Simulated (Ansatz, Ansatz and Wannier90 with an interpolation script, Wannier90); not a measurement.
## Settings in Wannier-interpolated G0W0: InAs (F-43m)

How do the Wannier model and the GW settings move the interpolated bands of InAs (F-43m)?

Calculated with Wannier90 4.0.3; maximally localised Wannier functions from the overlaps of r2SCAN states (plane waves, PAW).

This is a report of a sequence of runs, with most program output left out.

The database entry behind the starting cell differs from later determinations by our own check (about 0.4 % short), so it need not match the best structure at ambient conditions.

### Step 1. The structure

Symmetry: F-43m, No. 216, cubic system. The conventional cell has a = 6.036 Å, b = 6.036 Å, c = 6.036 Å, α = 90.00°, β = 90.00°, γ = 90.00°. Nearest to In lie 4 As at 2.61 Å. As has 4 In at 2.61 Å nearest. Farther neighbours are not listed.

The cell and positions come from the Crystallography Open Database and are kept as given unless a step says otherwise.

### Step 2. Wannier model on 12×12×12, by Wannier90

Localised functions give a small Hamiltonian that interpolates between mesh points at no cost.

The input, w.win:

```
num_iter = 1200
conv_tol = 1.0e-8
conv_window = 5
dis_num_iter = 4000
dis_conv_tol = 1.0e-8
dis_mix_ratio = 0.7
write_hr = true
use_ws_distance = false
num_print_cycles = 50
! ansatz wannier90 interface
! projections by site (counted from 0) and shell: 1 4P, 0 5S, 0 5P
! states of the run's bands (counted from 1): 1-22
num_bands = 22
num_wann  = 7
dis_win_min = 1.59
dis_win_max = 18.77
dis_froz_min = 1.59
dis_froz_max = 10.97
guiding_centres = true

begin unit_cell_cart
Ang
                      0.0                    3.018                    3.018
                    3.018                      0.0                    3.018
                    3.018                    3.018                      0.0
end unit_cell_cart

begin atoms_frac
In                       0.0                      0.0                      0.0
As                      0.75                     0.75                     0.75
end atoms_frac

mp_grid = 12 12 12

[... the mesh's points ...]
```

Command:

```
$ OMP_NUM_THREADS=1 mpirun -n 8 wannier90.x w > wannier90.x.log
```

It took 9.1 s on 8 MPI ranks of Arm Neoverse V2, shared host; 71 s of CPU time.

This step gave:

```
gauge-invariant spread     : 21.64 Å²
diagonal spread            : 0.3026 Å²
off-diagonal spread        : 5.582 Å²
total spread               : 27.52 Å²
disentanglement steps      : 224
r.m.s. interpolation error : 0.003063 eV
r.m.s. error near the gap  : 0.004223 eV
```

Near the gap the model misses directly solved bands by 4.2 meV r.m.s. and by 38 meV at most in the window tested. This tests the starting bands, not the corrections carried with them.

### Step 3. Wannier model on 12×12×12, by the program's own minimiser

This step: maximally localised Wannier functions, r2SCAN, plane waves, PAW.

The input, input.yaml:

```yaml
crystal:
  lattice:
    - [0.0, 3.018, 3.018]
    - [3.018, 0.0, 3.018]
    - [3.018, 3.018, 0.0]
  atoms:
    - { symbol: In, position: [0.0, 0.0, 0.0] }
    - { symbol: As, position: [0.75, 0.75, 0.75] }
kpoints:
  mp_grid: { grid: [6, 6, 6] }
hamiltonian:
  xc: r2scan
scf:
  occupations: { method: fixed }
  n_extra_bands: 30
output:
  wannier:
    kmesh: [12, 12, 12]
    projections:
      - { species: As, l: p, shell: 4 }
      - { species: In, l: s, shell: 5 }
      - { species: In, l: p, shell: 5 }
    minimise: true
    write_hr: true
    seedname: w
    conv_tol: 1.0e-06
    max_iter: 20000
    stability_check: false
    disentanglement:
      window: [1.59, 18.77]
      frozen_window: [1.59, 10.97]
      conv_tol: 1.0e-08
```

Command:

```
$ ansatz run input.yaml --threads 12 --pin off --max-ram 22118MiB --backend cpu --events-out ev --progress --plain --runs-dir out
```

It took 9.9 s on 12 threads; peak memory 2.3 GiB; 62 s of CPU time.

Numbers from this step:

```yaml
gauge_invariant_spread: 21.64 Å²
diagonal_spread: 0.3027 Å²
off_diagonal_spread: 5.581 Å²
total_spread: 27.52 Å²
least_projectability: 0.2874
localisation_steps: 46
disentanglement_steps: 205
r_m_s_interpolation_error: 0.003066 eV
r_m_s_error_near_the_gap: 0.004227 eV
```

Near the gap the model misses directly solved bands by 4.2 meV r.m.s. and by 38 meV at most in the window tested. This tests the starting bands, not the corrections carried with them.

Frozen up to 3.28 eV; above it the model need not follow the bands. Electronic bands along the path, in eV, zero at the valence-band top; v1 is the highest filled band, c1 the lowest empty one:

```csv
point,v3,v2,v1,c1,c2,c3,c4
Γ,0.00,0.00,0.00,0.28,4.28,4.28,4.28
halfway,-3.68,-1.47,-1.47,2.58,3.16,6.75,6.75
X,-5.96,-2.41,-2.41,1.82,2.36,10.00,10.00
halfway,-5.92,-2.83,-2.31,2.10,3.03,9.20,9.30
U,-5.81,-3.38,-2.02,2.42,4.77,7.99,8.16
jump to K,-5.81,-3.38,-2.02,2.42,4.77,7.99,8.16
halfway,-4.10,-2.08,-0.60,2.75,5.00,5.22,5.68
Γ,0.00,0.00,0.00,0.28,4.28,4.28,4.28
halfway,-3.71,-0.59,-0.59,1.63,5.05,5.05,5.73
L,-5.91,-1.02,-1.02,1.34,5.05,5.05,7.52
halfway,-5.74,-2.80,-1.70,3.19,4.48,6.25,7.70
W,-5.80,-3.06,-2.96,4.59,4.63,5.51,8.77
halfway,-5.89,-2.75,-2.71,2.78,3.30,7.91,9.57
X,-5.96,-2.41,-2.41,1.82,2.36,10.00,10.00
```

The same for Kohn-Sham, solved directly:

```csv
point,v3,v2,v1,c1,c2,c3,c4
Γ,0.00,0.00,0.00,0.28,4.28,4.28,4.28
X,-5.96,-2.41,-2.41,1.82,2.36,9.88,10.00
U,-5.81,-3.38,-2.02,2.42,4.65,7.89,7.95
K,-5.81,-3.38,-2.02,2.42,4.65,7.89,7.95
Γ,0.00,0.00,0.00,0.28,4.28,4.28,4.28
L,-5.91,-1.02,-1.02,1.34,5.05,5.05,7.30
W,-5.80,-3.06,-2.96,4.59,4.63,5.51,6.51
X,-5.96,-2.41,-2.41,1.82,2.36,9.88,10.00
```

### Step 4. Wannier model on 6×6×6, by Wannier90

This step: maximally localised Wannier functions from the overlaps of r2SCAN states (plane waves, PAW).

Changes to w.win since step 2:

```diff
@@ -32,3 +32,3 @@
 
-mp_grid = 12 12 12
+mp_grid = 6 6 6
```

Command:

```
$ OMP_NUM_THREADS=1 mpirun -n 8 wannier90.x w > wannier90.x.log
```

Wall time 1.3 s (8 MPI ranks); 9.7 s of CPU time.

Numbers from this step:

- gauge-invariant spread: 18.81 Å²
- diagonal spread: 0.2548 Å²
- off-diagonal spread: 5.630 Å²
- total spread: 24.70 Å²
- disentanglement steps: 70
- r.m.s. interpolation error: 0.01844 eV
- r.m.s. error near the gap: 0.02451 eV

Near the gap the model misses directly solved bands by 24.5 meV r.m.s. and by 153 meV at most in the window tested. This tests the starting bands, not the corrections carried with them.

Frozen up to 3.28 eV; above it the model need not follow the bands. The electronic bands at the labelled points (eV, zero at the valence-band top; v1 is the highest filled band, c1 the lowest empty one):

```csv
point,v3,v2,v1,c1,c2,c3,c4
Γ,0.00,0.00,0.00,0.28,4.28,4.28,4.28
halfway,-3.68,-1.47,-1.47,2.57,3.11,6.79,6.79
X,-5.96,-2.41,-2.41,1.82,2.36,10.00,10.00
halfway,-5.92,-2.82,-2.31,2.10,3.15,9.24,9.38
U,-5.82,-3.37,-2.02,2.42,4.85,7.93,8.19
jump to K,-5.82,-3.37,-2.02,2.42,4.85,7.93,8.19
halfway,-4.11,-2.08,-0.60,2.76,5.13,5.23,5.81
Γ,0.00,0.00,0.00,0.28,4.28,4.28,4.28
halfway,-3.72,-0.58,-0.58,1.63,5.08,5.08,5.79
L,-5.91,-1.02,-1.02,1.34,5.05,5.05,7.46
halfway,-5.74,-2.80,-1.69,3.17,4.49,6.23,7.70
W,-5.80,-3.07,-2.98,4.60,4.72,5.53,9.13
halfway,-5.88,-2.74,-2.70,2.78,3.45,7.95,9.65
X,-5.96,-2.41,-2.41,1.82,2.36,10.00,10.00
```

The same for Kohn-Sham, solved directly:

(Unchanged from step 3.)

### Step 5. A faulty Wannier input

Changes to w.win since step 4:

```diff
@@ -16,4 +16,2 @@
 dis_win_max = 18.77
-dis_froz_min = 1.59
-dis_froz_max = 10.97
 guiding_centres = true
```

The job ended after 1.3 s (8 MPI ranks; 9.7 s of CPU time).

Numbers from this step:

```yaml
gauge_invariant_spread: 18.28 Å²
diagonal_spread: 0.2028 Å²
off_diagonal_spread: 5.511 Å²
total_spread: 23.99 Å²
disentanglement_steps: 65
r_m_s_interpolation_error: 0.2297 eV
r_m_s_error_near_the_gap: 0.3173 eV
```

No frozen window. The electronic bands at the labelled points (eV, zero at the valence-band top; v1 is the highest filled band, c1 the lowest empty one):

```csv
point,v3,v2,v1,c1,c2,c3,c4
Γ,0.00,0.00,0.00,0.32,4.28,4.28,4.28
halfway,-3.67,-1.47,-1.47,2.76,3.25,6.78,6.78
X,-5.96,-2.41,-2.41,1.82,3.42,10.00,10.00
halfway,-5.92,-2.81,-2.30,2.21,3.81,9.26,9.45
U,-5.82,-3.37,-2.01,2.65,4.95,7.93,8.25
jump to K,-5.82,-3.37,-2.01,2.65,4.95,7.93,8.25
halfway,-4.10,-2.08,-0.56,2.85,5.18,5.21,5.92
Γ,0.00,0.00,0.00,0.32,4.28,4.28,4.28
halfway,-3.69,-0.52,-0.52,1.72,5.08,5.08,5.83
L,-5.90,-1.02,-1.02,1.38,5.05,5.05,7.50
halfway,-5.74,-2.79,-1.68,3.21,4.61,6.25,7.68
W,-5.80,-3.06,-2.99,4.61,4.64,5.55,9.46
halfway,-5.88,-2.72,-2.70,2.76,4.00,7.95,9.83
X,-5.96,-2.41,-2.41,1.82,3.42,10.00,10.00
```

The same for Kohn-Sham, solved directly:

(Unchanged from step 3.)

The fault put into this input: nothing frozen.

### Step 6. G0W0: 6×6×6 mesh, 252 empty bands, screening to 160 eV

G0W0 replaces the xc potential by the self-energy, built once from these orbitals. Only a window of levels is corrected, while the sums run over the empty bands that the input names.

This step: G0W0 on r2SCAN, plane waves, PAW.

input.yaml, the sections that differ from step 3:

```yaml
scf:
  occupations: { method: fixed }
gw:
  n_empty_bands: 252
  ecut_chi: 160.0
  qp_bands: [v3, c2]
  screening: { model: contour_deformation }
# crystal, kpoints, hamiltonian: as in step 3
# output: removed
```

Command:

```
$ ansatz run input.yaml --threads 12 --pin off --max-ram 22118MiB --backend cpu --events-out ev --progress --plain --runs-dir out
```

Run time: 2.4 min. Hardware: 12 threads; peak memory 2.7 GiB; 23 min of CPU time.

The G0W0 gap on the mesh is 0.480 eV.

### Step 7. G0W0: 3×3×3 mesh, 252 empty bands, screening to 160 eV

Changes to input.yaml since step 6:

```diff
@@ -9,3 +9,3 @@
 kpoints:
-  mp_grid: { grid: [6, 6, 6] }
+  mp_grid: { grid: [3, 3, 3] }
 hamiltonian:
```

Wall time 7.8 s (12 threads); peak memory 1.1 GiB.

The G0W0 gap on the mesh is 0.482 eV.

### Step 8. G0W0: 6×6×6 mesh, 117 empty bands, screening to 96 eV

input.yaml, the sections that differ from step 7:

```yaml
kpoints:
  mp_grid: { grid: [6, 6, 6] }
gw:
  n_empty_bands: 117
  ecut_chi: 96
  qp_bands: [v3, c2]
  screening: { model: contour_deformation }
# crystal, hamiltonian, scf: as in step 7
```

Run time: 38 s. Hardware: 12 threads; peak memory 1.1 GiB; 5 min of CPU time.

The G0W0 gap on the mesh is 0.527 eV.

### Step 9. G0W0: 6×6×6 mesh, 252 empty bands, screening to 160 eV, plasmon pole

input.yaml, the sections that differ from step 8:

```yaml
gw:
  n_empty_bands: 252
  ecut_chi: 160.0
  qp_bands: [v3, c2]
  screening: { model: godby_needs }
# crystal, kpoints, hamiltonian, scf: as in step 8
```

Elapsed: 2 min, on 12 threads; peak memory 2.7 GiB; 22 min of CPU time.

The G0W0 gap on the mesh is 0.549 eV.

### Step 10. Interpolated results

Times are wall times on 12 threads of Arm Neoverse V2, shared host, good to a factor of about two.

```csv
GW mesh,empty bands,cutoff (eV),frequency,gap on mesh (eV),gap over zone (eV),direct gap (eV),valence width (eV),GW time
6×6×6,252,160,contour deformation,0.480,0.480,0.480,6.006,2.4 min
3×3×3,252,160,contour deformation,0.482,0.512,0.512,6.052,7.8 s
6×6×6,117,96,contour deformation,0.527,0.527,0.527,6.046,38 s
6×6×6,252,160,plasmon pole,0.549,0.549,0.549,6.168,2 min
```

### Step 11. Outcome

```
6×6×6 mesh, 252 empty bands, screening to 160 eV               : 0.48 eV
3×3×3 mesh, 252 empty bands, screening to 160 eV               : 0.51 eV
6×6×6 mesh, 117 empty bands, screening to 96 eV                : 0.53 eV
6×6×6 mesh, 252 empty bands, screening to 160 eV, plasmon pole : 0.55 eV
```

The largest change, +0.07 eV in the gap over the zone, comes with 6×6×6 mesh, 252 empty bands, screening to 160 eV, plasmon pole. The first run is a reference, not a converged one, and where a row moves several settings no single cause can be named. Rows on another GW mesh add that mesh's corrections to the bands of the one model. The program's own minimiser ends at the same spread as the first model, 27.5 Å², from the same trial orbitals; this need not be the lowest minimum. Coarser Wannier mesh (6×6×6): the miss near the gap goes from 4 (the model on 12×12×12) to 25 meV and the total spread from 27.5 to 24.7 Å². Nothing frozen (6×6×6): the miss near the gap goes from 25 (the model on 6×6×6) to 317 meV and the total spread from 24.7 to 24.0 Å². With 3×3×3 mesh, 252 empty bands, screening to 160 eV the gap over the zone moves by +0.03 eV and that on the mesh by +0.002 eV. With 6×6×6 mesh, 117 empty bands, screening to 96 eV the gap over the zone moves by +0.05 eV and that on the mesh by +0.05 eV. With 6×6×6 mesh, 252 empty bands, screening to 160 eV, plasmon pole the gap over the zone moves by +0.07 eV and that on the mesh by +0.07 eV. Gaps over the zone and on the mesh differ where an edge lies off the mesh, or where a GW run starts from another density: the starting gap over the zone is 0.278 eV, on the GW meshes it is 0.278 eV and 0.248 eV. The 6×6×6 mesh is coarse for this cell (its supercell is 26 Å along the shortest edge). The RPA ε∞ on it, from the r2SCAN start, is 172.48; such meshes misread the long-range screening, most where the gap is narrow. On this mesh the RPA ε∞ passes 90, more than nearly any semiconductor shows; a coarse mesh does this where one point with a narrow direct gap carries much weight. The screening is then too strong, and the G0W0 gap should not be taken as the material's. The many-body steps are scalar-relativistic: spin-orbit coupling is not in them.

[Paths, hosts, dates, memory and timing lines, banners, echoed tables and standing remarks are left out of the program output.]

[Logs are printed without paths, hosts, clocks, repeated set-up lines and the standing remarks that a program may print on its own settings, such as how far it seeks lower states.]

[Runs of the session that timed out or met a known fault of the program may be left out.]

[Hosts, paths, dates, database ids (printed as entryN), source tags and the programs' standing remarks are cut or masked in the printed files.]
